For this crystal of black phosphorus, one base and one step reproduce the gaps that seven functionals give on the same coarse mesh of points in reciprocal space, to within about 0.03 eV. Start at 0.42 eV for a functional that uses only the electron density and its gradient. Add 0.16 eV for a general-purpose meta-GGA, twice that for a meta-GGA made with gaps in view, and three times that for a model potential made for gaps. The base belongs to the mesh and is not the gap of the crystal: at the face of the Brillouin zone, which the mesh steps over, the gradient functionals leave only 0 to 0.1 eV.

Kohn–Sham gaps of black phosphorus (four-atom cell, space group Cmce) at a fixed geometry, computed with GPAW 26.7.0 using PAW density-functional theory in plane waves, without spin polarisation or spin–orbit coupling. All runs use a 600 eV cutoff, a 5 × 5 × 4 k mesh and Fermi–Dirac occupations with a width of 0.05 eV.

```
functional                                           potentials  gap on mesh (eV)  direct gap on mesh (eV)
       PBE                 GPAW-PAW-data-sets-(gpaw-data-1.2.1)             0.438                    0.438
    r2SCAN                 GPAW-PAW-data-sets-(gpaw-data-1.2.1)             0.574                    0.574
      AM05  PAW-data-sets-made-by gpaw-setup-for-the-functional             0.397                    0.397
      BP86  PAW-data-sets-made-by gpaw-setup-for-the-functional             0.444                    0.444
     M06-L                 GPAW-PAW-data-sets-(gpaw-data-1.2.1)             0.566                    0.566
      TASK                 GPAW-PAW-data-sets-(gpaw-data-1.2.1)             0.733                    0.733
    TB-mBJ                 GPAW-PAW-data-sets-(gpaw-data-1.2.1)             0.913                    0.913
```

The column "gap on mesh" is the distance from the highest filled to the lowest empty level among the sampled points of reciprocal space. "Direct gap on mesh" asks for both levels at the same point, and the two columns agree in every row. The atoms stand in the same places throughout, so no change of bond length or layer spacing hides in the trend. What varies is the functional and, for AM05 and BP86, the description of the atomic cores, which was made specially for them.

Why should the kind of functional matter so much? A gradient functional gives every electron at a given place the same potential, whether its orbital is filled or empty. The true gap, however, is the energy needed to take an electron out of the neutral crystal, less the energy gained when the neutral crystal takes up an extra one. Part of this difference is a jump in the exact potential when the first electron enters the empty band, known as the derivative discontinuity. Ordinary gradient functionals have no such jump, and their gaps usually come out too small.

A meta-GGA also uses the kinetic-energy density, which measures how steeply the occupied orbitals vary in space. Its potential then acts on the slope of each orbital as well as on its value, so two states with the same weight at a place but different slopes can be shifted by different amounts. In this way the computed gap can take up part of the missing jump. The more strongly the exchange energy depends on the kinetic-energy density, the larger this part can be, and TASK was designed with a strong dependence. TB-mBJ takes another route: its potential is the same for all orbitals at a given place, but it is built to push up regions where empty states tend to have more weight than filled ones.

This also explains why a rule that adds is a sensible first try. Let v be the state at the top of the filled band, c the state at the bottom of the empty band, and ΔV the change of the potential when one functional replaces another. To first order the gap G becomes

G(new) ≈ G(old) + ⟨c|ΔV|c⟩ − ⟨v|ΔV|v⟩

A stronger correction of the same kind thus adds a larger shift. Theory does not say that the shifts come in equal portions, nor that TB-mBJ, which works differently, should fall on the same line; both are read from the table. With n for the grade, a straight line fitted to all seven rows and rounded gives

G ≈ 0.42 eV + 0.16 eV × n

The grade follows from a few questions. Does the functional use only density and gradient? Then n = 0, as for PBE, AM05 and BP86. Does it use the kinetic-energy density but serve general purposes, like r2SCAN and M06-L? Then n = 1. A meta-GGA designed with gaps in view, here TASK, gets n = 2, and a potential made for gaps that has no total energy behind it, here TB-mBJ, gets n = 3. These grades are a judgement based on how the functionals were built, not a measured property. The seven rows are also a selection: runs that failed or met a known fault of the program were left out, as were some with graver warnings, so functionals missing here need not fit the same ladder.

Take TB-mBJ as the first example. Three steps on top of the base give

G ≈ 0.42 + 3 × 0.16 = 0.90 eV

The calculation gave 0.91 eV, so the estimate is about 1 % low. AM05 has grade 0, and its estimate is the bare base of 0.42 eV, about 6 % above the computed value. Both rows helped to fix the two constants, so these examples show how to use the rule and do not test it.

A harder check takes base and step from the five functionals of grades 0 and 1 alone and carries them upward. It is not a blind test, because the grades of TASK and TB-mBJ were chosen with their gaps known. TASK then comes out 0.02 eV too low and TB-mBJ 0.06 eV too low. The real steps grow a little on the way up, from 0.14 eV at the first to 0.18 eV at the last. Since the two upper grades hold one functional each, the table cannot tell whether this growth is general. The output below lists the misses row by row.

Two other simple rules do worse. Asking only whether the kinetic-energy density is used puts TASK and TB-mBJ together with r2SCAN and M06-L, and then misses TB-mBJ by 0.22 eV. What counts is how the ingredient is used, not merely that it is there. Multiplying by a fixed factor per grade, again taken from the five lower rows, overshoots TB-mBJ by 0.11 eV, about twice the miss of equal steps.

Within a grade the rule is silent, and small differences there should be left alone. PBE and BP86 differ by 6 meV, and r2SCAN and M06-L by 8 meV, which is no basis for a ranking. AM05 lies some 0.04 eV below the other two gradient functionals. BP86, whose core description was made in the same way as that of AM05, stays close to PBE. This points to the functional itself as the cause, but a run of AM05 with the core description used for PBE would be needed to confirm it.

The base of 0.42 eV needs more caution than the step. In black phosphorus neighbouring layers interact, which spreads the levels into bands along the stacking direction and makes the gap smallest at the face of the Brillouin zone. The mesh used here has five divisions in each of the two directions that matter, and so it steps over that point. Band paths computed with the same functionals show what this costs. At the zone face the gap is only 0.09 eV with PBE and 0.10 eV with BP86, and with AM05 it is closed. The mesh gaps of these three are therefore too large by about 0.34 to 0.40 eV, which is most of the base. The output below also holds an estimate of this excess from a simple cosine band and a rough recalled gap for a single layer; at 0.11 eV it is some three times too small. If the excess were the same for all functionals, it would raise the base and cancel from the steps. For PBE and BP86 it is nearly the same, but AM05 lies 0.04 eV below PBE on the mesh and 0.09 eV below it at the zone face. The cancellation is thus not exact, and for the four functionals of higher grade it is not tested here.

For the same reason, a value close to experiment is no proof of quality. The measured gap is roughly 0.3 eV, a recalled figure, and AM05 comes nearest to it. But that agreement is an effect of the mesh, since AM05 has no gap at all on its band path, and the gap of this soft, layered crystal also responds strongly to strain. The atoms are not at rest in the given cell: PBE leaves a force of 0.37 eV/Å on each of them. The cell is also a few per cent longer than the measured crystal, again from recalled values, both along the stacking direction and along one direction within the layers. Layers that lie further apart are expected to have a wider gap, and a stretch within the layers can change it too. The large value from TB-mBJ is therefore no fair test of that potential. If every functional were allowed to relax the crystal, changes of structure would mix with the electronic trend, and the two constants would have to be found anew. GPAW also warned, in every run except TB-mBJ, that results may be wrong because two of the cell vectors enclose a very wide angle. TB-mBJ used the same cell, so the doubt covers all rows, and only a repeat in a reduced cell could settle it.

In practice, use the rule for a first idea of what a change of functional will do in this crystal. Its two constants should not be carried over to another material. By the rule, going from PBE to r2SCAN opens the gap by 0.16 eV, where the table has 0.14 eV. Going on from r2SCAN to TB-mBJ adds another 0.32 eV, where the table has 0.34 eV. For an absolute gap, settle the structure first, and then compute one gradient functional on a mesh that contains the zone-face point; an even number of divisions in those two directions, centred on the zone centre, does this. That value replaces the base of 0.42 eV, and the steps can be added to it as a provisional guess. This works only while the gradient functional still leaves a gap at the zone face. AM05 leaves none even in the present cell, so there the rule has no base to start from. PBE and BP86 leave about 0.1 eV, and that may close too if the layers lie closer together. TB-mBJ has no total energy and cannot relax the crystal, so its structure must come from another functional or from experiment.

The analysis program printed:

```
fit of gap_on_mesh on 7 rows: constant 0.4207 +/- 0.01, coefficient of n 0.16 +/- 0.0068; rms 0.0164, worst AM05 0.0237, leave-one-out rms 0.0247
Gaps and misses (estimate less computed) in eV:
     row  grade    gap  rule  rule_miss  equal_step_miss  equal_factor_miss
     PBE      0  0.438  0.42     -0.018         -0.01167           -0.01167
  r2SCAN      1  0.574  0.58      0.006           -0.004             -0.004
    AM05      0  0.397  0.42      0.023          0.02933            0.02933
    BP86      0  0.444  0.42     -0.024         -0.01767           -0.01767
   M06-L      1  0.566  0.58      0.014            0.004              0.004
    TASK      2  0.733  0.74      0.007         -0.01933            0.02908
  TB-mBJ      3  0.913   0.9     -0.013         -0.05567             0.1059
Mean gap of the three gradient functionals, eV: 0.4263
Spread among the three gradient functionals, eV: 0.047
Step from grade 0 to grade 1, eV: 0.1437
Step from grade 1 to TASK, eV: 0.163
Step from TASK to TB-mBJ, eV: 0.18
Largest miss of the rounded rule, eV: 0.024
Rms miss of the rounded rule, eV: 0.01638
Largest miss of the yes/no rule for kinetic-energy density, eV: 0.2165
Spread of the gap over all rows, eV: 0.516
Factor in thermal carriers at 300 K for that spread: 21588
Factor in thermal carriers at 300 K for the largest rule miss: 1.591
Excess of the mesh gap over the zone-face gap, order of magnitude only, eV: 0.1118
Force left on each atom in the PBE run, eV/A: 0.3742
```
